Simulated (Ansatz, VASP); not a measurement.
## Two plane-wave programs on Ti

```
CELL_PARAMETERS angstrom
-1.56478 1.56478 1.56478
1.56478 -1.56478 1.56478
1.56478 1.56478 -1.56478
ATOMIC_POSITIONS crystal
Ti 0.00000 0.00000 0.00000
```

Alike in both runs: functional BLYP; dispersion D3(BJ); k mesh 13 × 13 × 13; occupations methfessel-paxton of order 1, width 0.1 eV; no spin polarisation.

Ansatz relaxed the structure, and its values are those at the end. VASP's run is a single point on that final structure, the one shown.

```csv
,VASP,Ansatz
version,VASP 6.6.1,Ansatz 0.2.0
potentials or method,"VASP PAW PBE potentials, release 64 (Ti_sv)","plane waves, PAW"
plane-wave cutoff (eV),520,517
valence electrons in the cell,12,12
```

|  | VASP | Ansatz | Ansatz less VASP |
| --- | --- | --- | --- |
| pressure (GPa) | -0.1 | 0.0 | +0.13 |
| dispersion energy (meV/atom) | -1620.9 | -1621.1 | -0.20 |

Caveats: the PAW data sets were made with another functional, which shifts forces and pressure a little (VASP); pairwise dispersion overbinds metals, which lowers pressure and volume.
